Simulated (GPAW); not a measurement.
Crystal: FeO (Wuestite).

```
Fe O
1.0
     0.00000    2.15540    2.15540
     2.15540    0.00000    2.15540
     2.15540    2.15540    0.00000
Fe O
1 1
Direct
  0.00000 0.00000 0.00000
  0.50000 0.50000 0.50000
```

Base run:

- Program: GPAW 26.7.0
- Functional: PBEsol
- Potentials or basis: PAW data sets generated in the run's folder for this functional
- Cutoff: 800 eV
- Basis: pw
- k mesh: 11 × 11 × 11
- Occupations: fermi-dirac, width 0.05 eV
- Spin: collinear spin, ferromagnetic start
- Starting moments: [3.0, 0.0] μB
- Hubbard terms: Fe d U = 8 eV

Its results: pressure -2.4 GPa; net moment 4.04 μB per cell; site moments Fe +3.89; O +0.12 μB.

Task: The run is repeated on the same cell with these changes: hubbard terms from Fe d U = 8 eV to Fe d U = 6 eV. What comes out?

Result: Pressure -4.1 GPa; net moment 4.02 μB per cell; site moments Fe +3.80; O +0.15 μB.

Caveats: a cell with one magnetic atom can't hold antiferromagnetic order, which such compounds often take.
